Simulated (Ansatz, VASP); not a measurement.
AlRu: VASP beside Ansatz

INCAR

```
ALGO = Normal ; EDIFF = 1E-6
ENCUT = 520 ; GGA = PS
ISIF = 2 ; ISMEAR = 0
LASPH = T ; LCHARG = T
LELF = T ; LREAL = F
LVHAR = T ; LWAVE = F
NBANDS = 16 ; NELM = 100
PREC = Accurate ; SIGMA = 0.1
```

Contents of KPOINTS:

```
k-points
0
Gamma
  14 14 14
```

The input POSCAR:

```
AlRu
1.0
    2.9916000000      0.0000000000      0.0000000000
    0.0000000000      2.9916000000      0.0000000000
    0.0000000000      0.0000000000      2.9916000000
Al Ru
1 1
Direct
    0.0000000000      0.0000000000      0.0000000000
    0.5000000000      0.5000000000      0.5000000000
```

Input for Ansatz:

```yaml
crystal:
  lattice:
    - [2.9916, 0.0, 0.0]
    - [0.0, 2.9916, 0.0]
    - [0.0, 0.0, 2.9916]
  atoms:
    - { symbol: Al, position: [0.0, 0.0, 0.0] }
    - { symbol: Ru, position: [0.5, 0.5, 0.5] }
basis:
  ecutwfc: 420
kpoints:
  mp_grid: { grid: [14, 14, 14] }
hamiltonian:
  xc: pbesol
scf:
  occupations: { method: gaussian, width: 0.1 }
output:
  forces: true
  stress: true
  eigenvalues: true
  populations: true
```

Alike in both runs: task single point; functional PBEsol; k mesh 14 × 14 × 14; occupations gaussian, width 0.1 eV; no spin polarisation.

|  | VASP | Ansatz |
| --- | --- | --- |
| version | VASP 6.6.1 | Ansatz 0.2.0 |
| potentials or method | VASP PAW PBE potentials, release 64 (Al, Ru_pv) | scalar-relativistic, plane waves, PAW |
| plane-wave cutoff (eV) | 520 | 420 |
| valence electrons in the cell | 17 | 19 |

|  | VASP | Ansatz | Ansatz less VASP |
| --- | --- | --- | --- |
| gap on the k mesh at the Fermi level (eV) | none | none | - |
| pressure (GPa) | -3.2 | -3.3 | -0.06 |

A gap of «none» marks a metal or a gap that the smearing closes. The functional is the same, so the differences come from potentials, cutoffs and numerics. The two sets of potentials don't hold the same shells in valence.

Caveats: the PAW data sets were made with another functional, which shifts forces and pressure a little (VASP).
